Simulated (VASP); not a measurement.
Runs of VASP 6.6.1 on Ni. The cell holds a slab with vacuum, 7 atoms: a = 2.492 Å, b = 2.492 Å, c = 26.207 Å, α = 90.00°, β = 90.00°, γ = 60.00°. 

```tsv
level	potentials or basis	gap on the mesh (eV)	moment (μB)	largest force (eV/Å)
PBE	VASP PAW PBE potentials, release 64 (Ni)	none	4.70	0.19
PBEsol	VASP PAW PBE potentials, release 64 (Ni)	none	4.70	0.51
RPBE	VASP PAW PBE potentials, release 64 (Ni)	none	(b)	(a)
LDA	VASP PAW LDA potentials, release 64 (Ni)	none	4.29	0.74
```

Alike in all rows: task work function; spin collinear, ferromagnetic start; cell as given; k mesh 12 × 12 × 1; cutoff (eV) 520; smearing gaussian 0.1 eV.

**Question.** Estimate the missing entries.

**Answer.** (a) 0.13; (b) 4.77.

Caveats: the PAW data sets were made with another functional, which shifts forces and pressure a little (some runs).

A gap of «none» marks a metal or a gap under the smearing width.
